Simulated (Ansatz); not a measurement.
Input and command of a calculation in Ansatz (plane waves; scalar-relativistic PAW potentials unless the input names others):

```yaml
crystal:
  lattice:
    - [3.1457762248, 0.0, 0.0]
    - [-1.5728881124, 2.7243221253, 0.0]
    - [0.0, 0.0, 16.9534210846]
  atoms:
    - { symbol: W, position: [0.3700397122, 0.7400794243, 0.0] }
    - { symbol: S, position: [0.6666666667, 0.3333333333, 0.9075761491] }
    - { symbol: S, position: [0.6666666667, 0.3333333333, 0.0924238509] }
basis:
  ecutwfc: 420
kpoints:
  mp_grid: { grid: [12, 12, 2] }
hamiltonian:
  xc: pbe96
scf:
  occupations: { method: gaussian, width: 0.05 }
  max_iter: 80
output:
  forces: true
  eigenvalues: true
  stress: true
```

```bash
ansatz run input.yaml --threads 2 --pin off --max-ram 5120MiB --backend cpu --events-out ev --progress --plain --runs-dir out
```

Task: What will the program do with this input?

Result: The program refuses it, because of an unknown functional (hamiltonian.xc: "pbesol" → "pbe96"). With the sound run's settings it is accepted.

Abridged log:
```
Error: YAML parse error: error: line 15 column 7: hamiltonian.xc: unknown variant `pbe96`, expected one of `lda`, `lda-pw`, `pw92`, `pbe`, `pbesol`, `rpbe`, `revpbe`, `blyp`, `pbe0`, `revpbe0`, `b3lyp`, `b3lyp5`, `hse06`, `wpbeh`, `hiss`, `lc_wpbe`, `cam_b3lyp`, `hf`, `r2scan`, `r2scanh`, `r2scan0`, `r2scan50`, `mr2scan`
  --> <input>:15:7
   |
13 |   mp_grid: { grid: [12, 12, 2] }
14 | hamiltonian:
15 |   xc: pbe96
   |       ^ hamiltonian.xc: unknown variant `pbe96`, expected one of `lda`, `lda-pw`, `pw92`, `pbe`, `pbesol`, `rpbe`, `revpbe`, `blyp`, `pbe0`, `revpbe0`, `b3lyp`, `b3lyp5`, `hse06`, `wpbeh`, `hiss`, `lc_wpbe`, `cam_b3lyp`, `hf`, `r2scan`, `r2scanh`, `r2scan0`, `r2scan50`, `mr2scan`
16 | scf:
17 |   occupations: { method: gaussian, width: 0.05 }
   |
```